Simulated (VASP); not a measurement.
# Cs2AgBiBr6 (Fm-3m) in VASP: equation of state, part 2 of 2

VASP 6.6.1.

**4. Equation of state, PBEsol, 34.72 Å³/atom (volume scaled by 0.98)**

File INCAR:

```
SYSTEM = Cs2AgBiBr6
PREC = Accurate ; ENCUT = 520
EDIFF = 1E-7 ; ISMEAR = -1
SIGMA = 0.05 ; LREAL = .False.
LASPH = .True. ; NELM = 80
ALGO = Normal ; ISIF = 2
LWAVE = .False. ; LCHARG = .False.
GGA = PS ; NBANDS = 54
KPAR = 4
```

File KPOINTS:

```
Automatic mesh
0
Gamma
  4 4 4
  0 0 0
```

File POSCAR:

```
Cs2AgBiBr6
1.0
    0.0000000000      5.5784069180      5.5784069180
    5.5784069180      0.0000000000      5.5784069180
    5.5784069180      5.5784069180      0.0000000000
Bi Cs Ag Br
1 2 1 6
Direct
    0.0000000000      0.0000000000      0.0000000000
    0.7500000000      0.7500000000      0.7500000000
    0.2500000000      0.2500000000      0.2500000000
    0.5000000000      0.5000000000      0.5000000000
    0.7494500000      0.7494500000      0.2505500000
    0.2505500000      0.2505500000      0.7494500000
    0.7494500000      0.2505500000      0.2505500000
    0.7494500000      0.2505500000      0.7494500000
    0.2505500000      0.7494500000      0.7494500000
    0.2505500000      0.7494500000      0.2505500000
```

Command:

```
cat potpaw_PBE.64/Bi_d/POTCAR potpaw_PBE.64/Cs_sv/POTCAR potpaw_PBE.64/Ag/POTCAR potpaw_PBE.64/Br/POTCAR > POTCAR
mpirun -np 4 vasp_std > vasp.out
```

Wall time 78 s (4 MPI ranks of Intel Xeon Platinum 8488C (Sapphire Rapids), shared host); peak memory 0.56 GiB.

Results (log left out):

```yaml
Free_energy: -31.7794 eV
Pressure: 0.6 GPa
Largest_force: 0.384 eV/Å
Band_gap_on_the_k_mesh: 1.14 eV, indirect (least direct gap 2.40 eV)
```

Caveat: the PAW data sets were made with another functional, which shifts forces and pressure a little; spin-orbit coupling is left out, which as a rule narrows the gap of such compounds by several tenths of an eV.

**5. Equation of state, PBEsol, 36.14 Å³/atom (volume scaled by 1.02)**

INCAR is that of step 4.

KPOINTS is that of step 4.

POSCAR, as its differences from that of step 4:

```diff
@@ -2,5 +2,5 @@
 1.0
-    0.0000000000      5.5784069180      5.5784069180
-    5.5784069180      0.0000000000      5.5784069180
-    5.5784069180      5.5784069180      0.0000000000
+    0.0000000000      5.6532937992      5.6532937992
+    5.6532937992      0.0000000000      5.6532937992
+    5.6532937992      5.6532937992      0.0000000000
 Bi Cs Ag Br
```

Potentials or basis: VASP PAW PBE potentials, release 64 (Bi_d, Cs_sv, Ag, Br).

Command:

```
cat potpaw_PBE.64/Bi_d/POTCAR potpaw_PBE.64/Cs_sv/POTCAR potpaw_PBE.64/Ag/POTCAR potpaw_PBE.64/Br/POTCAR > POTCAR
mpirun -np 4 vasp_std > vasp.out
```

OUTCAR:

```text
SYSTEM = Cs2AgBiBr6
   PREC = Accurate
   ENCUT = 520
   EDIFF = 1E-7
   ISMEAR = -1
   LREAL = .False.
   LASPH = .True.
   NELM = 80
   ISIF = 2
   GGA = PS

 Found      8 irreducible k-points:

 Following reciprocal coordinates:
            Coordinates               Weight
  0.000000  0.000000  0.000000      1.000000
  0.250000  0.000000  0.000000      8.000000
  0.500000  0.000000  0.000000      4.000000
  0.250000  0.250000  0.000000      6.000000
  0.500000  0.250000  0.000000     24.000000
 -0.250000  0.250000  0.000000     12.000000
   k-points           NKPTS =      8   k-points in BZ     NKDIM =      8   number of bands    NBANDS=     54
   number of dos      NEDOS =    301   number of ions     NIONS =     10
   total plane-waves  NPLWV = 216000
   dimension x,y,z NGX =    60 NGY =   60 NGZ =   60
   dimension x,y,z NGXF=   120 NGYF=  120 NGZF=  120
   ions per type =               1   2   1   6
   NGX,Y,Z   is equivalent  to a cutoff of  12.48, 12.48, 12.48 a.u.
   NGXF,Y,Z  is equivalent  to a cutoff of  24.95, 24.95, 24.95 a.u.
 SYSTEM =  Cs2AgBiBr6
[... 67 lines left out ...]
      2     -21.8673      2.00000
      3     -21.8279      2.00000
      4     -21.8279      2.00000
      5     -21.8279      2.00000
      6     -19.5924      2.00000
[... 331 lines left out ...]
     53       7.1622      0.00000
     54       7.1924      0.00000

 [... further k-points ...]

------------------------ aborting loop because EDIFF is reached ----------------------------------------

  FORCE on cell =-STRESS in cart. coord.  units (eV):
  Direction    XX          YY          ZZ          XY          YZ          ZX
  --------------------------------------------------------------------------------------
  -------------------------------------------------------------------------------------
  Total       -1.2105274     -1.2105274     -1.2105274     -0.0000000      0.0000000     -0.0000000
  in kB       -5.3672343     -5.3672343     -5.3672343     -0.0000000      0.0000000     -0.0000000
  external PRESSURE =      -5.3672343 kB  Pullay stress =       0.0000000 kB

 VOLUME and BASIS-vectors are now :
 -----------------------------------------------------------------------------
  energy-cutoff  :      520.00
  volume of cell :      361.36
      direct lattice vectors                 reciprocal lattice vectors
     0.000000000  5.653293799  5.653293799    -0.088444015  0.088444015  0.088444015
     5.653293799  0.000000000  5.653293799     0.088444015 -0.088444015  0.088444015
     5.653293799  5.653293799  0.000000000     0.088444015  0.088444015 -0.088444015

 POSITION                                       TOTAL-FORCE (eV/Angst)
 -----------------------------------------------------------------------------------
      0.00000      0.00000      0.00000         0.000000      0.000000      0.000000
      8.47994      8.47994      8.47994         0.000000      0.000000      0.000000
      2.82665      2.82665      2.82665         0.000000     -0.000000     -0.000000
      5.65329      5.65329      5.65329         0.000000     -0.000000     -0.000000
      5.65329      5.65329      8.47372         0.000000      0.000000     -0.236960
      5.65329      5.65329      2.83287         0.000000      0.000000      0.236960
      2.83287      5.65329      5.65329         0.236960      0.000000      0.000000
      5.65329      8.47372      5.65329         0.000000     -0.236960      0.000000
      8.47372      5.65329      5.65329        -0.236960      0.000000      0.000000
      5.65329      2.83287      5.65329         0.000000      0.236960      0.000000
 -----------------------------------------------------------------------------------
    total drift:                                0.000000      0.000000     -0.000000

  FREE ENERGIE OF THE ION-ELECTRON SYSTEM (eV)
  ---------------------------------------------------
  free  energy   TOTEN  =       -31.7810668312 eV

  energy  without entropy=      -31.7810658112  energy(sigma->0) =      -31.78106632
```

OSZICAR:

```text
N       E                     dE             d eps       ncg     rms          rms(c)
DAV:   1     0.703006711803E+03    0.70301E+03   -0.36845E+04   880   0.140E+03
DAV:   2     0.463236864778E+02   -0.65668E+03   -0.63558E+03  1052   0.292E+02
DAV:   3    -0.305000223297E+02   -0.76824E+02   -0.76335E+02  1042   0.116E+02
DAV:   4    -0.329658469499E+02   -0.24658E+01   -0.24570E+01  1020   0.252E+01
DAV:   5    -0.330476988060E+02   -0.81852E-01   -0.81804E-01  1242   0.416E+00    0.812E+00
DAV:   6    -0.318467573848E+02    0.12009E+01   -0.22993E+00  1108   0.944E+00    0.529E+00
DAV:   7    -0.317794135487E+02    0.67344E-01   -0.10972E+00  1096   0.381E+00    0.235E+00
DAV:   8    -0.317787490820E+02    0.66447E-03   -0.85421E-02  1002   0.140E+00    0.656E-01
DAV:   9    -0.317802929480E+02   -0.15439E-02   -0.78114E-03  1040   0.458E-01    0.129E-01
DAV:  10    -0.317808252631E+02   -0.53232E-03   -0.10634E-03  1050   0.135E-01    0.807E-02
DAV:  11    -0.317810378069E+02   -0.21254E-03   -0.24360E-04   992   0.617E-02    0.162E-02
DAV:  12    -0.317810632050E+02   -0.25398E-04   -0.28236E-05  1074   0.259E-02    0.973E-03
DAV:  13    -0.317810663049E+02   -0.30999E-05   -0.64039E-06  1064   0.928E-03    0.313E-03
DAV:  14    -0.317810667929E+02   -0.48801E-06   -0.13173E-06   986   0.575E-03    0.136E-03
DAV:  15    -0.317810668312E+02   -0.38286E-07   -0.15849E-07   792   0.158E-03
   1 F= -.31781067E+02 E0= -.31781066E+02  d E =-.101999E-05
```

stdout:

```text
POSCAR found type information on POSCAR BiCsAgBr
 POSCAR found :  4 types and      10 ions
 scaLAPACK will be used
 -----------------------------------------------------------------------------
|                                                                             |
|                                                                             |
|     You enforced a specific xc type in the INCAR file but a different       |
|     I HOPE YOU KNOW WHAT YOU ARE DOING!                                     |
|                                                                             |
 -----------------------------------------------------------------------------

 LDA part: xc-table for (Slater+PW92), standard interpolation
 POSCAR, INCAR and KPOINTS ok, starting setup
 FFT: planning ... GRIDC
 FFT: planning ... GRID_SOFT
 FFT: planning ... GRID
 WAVECAR not read
 entering main loop
```

It took 77 s on 4 MPI ranks of Intel Xeon Platinum 8488C (Sapphire Rapids), shared host; peak memory 0.57 GiB.

Results:

* Free energy: -31.7811 eV
* Pressure: -0.5 GPa
* Largest force: 0.237 eV/Å
* Band gap on the k mesh: 1.20 eV, indirect (least direct gap 2.38 eV)

Caveat: the PAW data sets were made with another functional, which shifts forces and pressure a little; spin-orbit coupling is left out, which as a rule narrows the gap of such compounds by several tenths of an eV.

**6. Equation of state, PBEsol, 36.84 Å³/atom (volume scaled by 1.04)**

INCAR is that of step 5.

KPOINTS is that of step 5.

POSCAR, as its differences from that of step 5:

```diff
@@ -2,5 +2,5 @@
 1.0
-    0.0000000000      5.6532937992      5.6532937992
-    5.6532937992      0.0000000000      5.6532937992
-    5.6532937992      5.6532937992      0.0000000000
+    0.0000000000      5.6900045278      5.6900045278
+    5.6900045278      0.0000000000      5.6900045278
+    5.6900045278      5.6900045278      0.0000000000
 Bi Cs Ag Br
```

Potentials or basis: VASP PAW PBE potentials, release 64 (Bi_d, Cs_sv, Ag, Br).

Command:

```
cat potpaw_PBE.64/Bi_d/POTCAR potpaw_PBE.64/Cs_sv/POTCAR potpaw_PBE.64/Ag/POTCAR potpaw_PBE.64/Br/POTCAR > POTCAR
mpirun -np 4 vasp_std > vasp.out
```

Run time: 71 s. Hardware: 4 MPI ranks of Intel Xeon Platinum 8488C (Sapphire Rapids), shared host; peak memory 0.57 GiB.

The run converged. Its results:

- Free energy: -31.7479 eV
- Pressure: -1.0 GPa
- Largest force: 0.170 eV/Å
- Band gap on the k mesh: 1.22 eV, indirect (least direct gap 2.36 eV)

Caveat: the PAW data sets were made with another functional, which shifts forces and pressure a little; spin-orbit coupling is left out, which as a rule narrows the gap of such compounds by several tenths of an eV.

**7. Equation of state, PBEsol, 37.55 Å³/atom (volume scaled by 1.06)**

INCAR is that of step 6.

KPOINTS is that of step 6.

POSCAR, as its differences from that of step 6:

```diff
@@ -2,5 +2,5 @@
 1.0
-    0.0000000000      5.6900045278      5.6900045278
-    5.6900045278      0.0000000000      5.6900045278
-    5.6900045278      5.6900045278      0.0000000000
+    0.0000000000      5.7262475720      5.7262475720
+    5.7262475720      0.0000000000      5.7262475720
+    5.7262475720      5.7262475720      0.0000000000
 Bi Cs Ag Br
```

Command:

```
cat potpaw_PBE.64/Bi_d/POTCAR potpaw_PBE.64/Cs_sv/POTCAR potpaw_PBE.64/Ag/POTCAR potpaw_PBE.64/Br/POTCAR > POTCAR
mpirun -np 4 vasp_std > vasp.out
```

Wall time 57 s (4 MPI ranks of Intel Xeon Platinum 8488C (Sapphire Rapids), shared host); peak memory 0.61 GiB.

It converged, with:

- Free energy: -31.6953 eV
- Pressure: -1.4 GPa
- Largest force: 0.107 eV/Å
- Band gap on the k mesh: 1.24 eV, indirect (least direct gap 2.32 eV)

Caveat: the PAW data sets were made with another functional, which shifts forces and pressure a little; spin-orbit coupling is left out, which as a rule narrows the gap of such compounds by several tenths of an eV.

**8. Equation of state, PBEsol**

This step only gathers the single runs of the series.

Results:

```yaml
Equilibrium_volume: 35.44 Å³/atom
Bulk_modulus_at_fixed_shape_and_positions: 28 GPa
Pressure_derivative_of_the_bulk_modulus: 5.0
```

Energy against volume, from the lowest point:
```
volume (Å³/atom)  energy (meV/atom)
          33.301              12.61
          34.010               5.40
          34.718               1.31
          35.427               0.00
          36.136               1.14
          36.844               4.46
          37.553               9.72
```

Caveat: the cell was scaled at fixed shape and fractional positions, which overstates the stiffness of a crystal with free parameters, most of all of layers and chains; the PAW data sets were made with another functional, which shifts forces and pressure a little; spin-orbit coupling is left out, which moves the levels of the heavy elements.
